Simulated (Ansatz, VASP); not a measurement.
**BN: VASP beside Ansatz**

```
N B
1.0
     1.25112    0.72234    3.37293
    -1.25112    0.72234    3.37293
     0.00000   -1.44467    3.37293
N B
1 1
Direct
  0.66724 0.66724 0.66724
  0.00033 0.00033 0.00033
```

The cell is a database's computed one.

Alike in both runs: functional LDA; k mesh 12 × 12 × 12; occupations fermi-dirac, width 0.05 eV; no spin polarisation.

|  | VASP | Ansatz |
| --- | --- | --- |
| version | VASP 6.6.1 | Ansatz 0.2.0 |
| potentials or method | VASP PAW LDA potentials, release 64 (N, B) | Ansatz PAW |
| plane-wave cutoff (eV) | 520 | 420 |
| valence electrons in the cell | 8 | 8 |
| task | single point | band structure |

|  | VASP | Ansatz | Ansatz less VASP |
| --- | --- | --- | --- |
| gap on the k mesh at the Fermi level (eV) | 4.09 | 4.11 | +0.015 |
| least direct gap on the mesh (eV) | 4.55 | 4.56 | +0.010 |
| pressure (GPa) | -3.8 | -4.2 | -0.43 |
| largest component of the traceless stress (GPa) | 2.70 | 3.30 | +0.598 |

Caveats: the k mesh misses the band edges, so the gap on the mesh is wider than the one along the path (Ansatz); the pressure holds a Pulay correction of +0.7 GPa for the finite cutoff (Ansatz); the PAW data sets come from PBE, with cores solved anew for the run's functional, which leaves a small shift of forces and pressure (Ansatz). A hybrid or GW would open this gap; LDA tends to underestimate it.
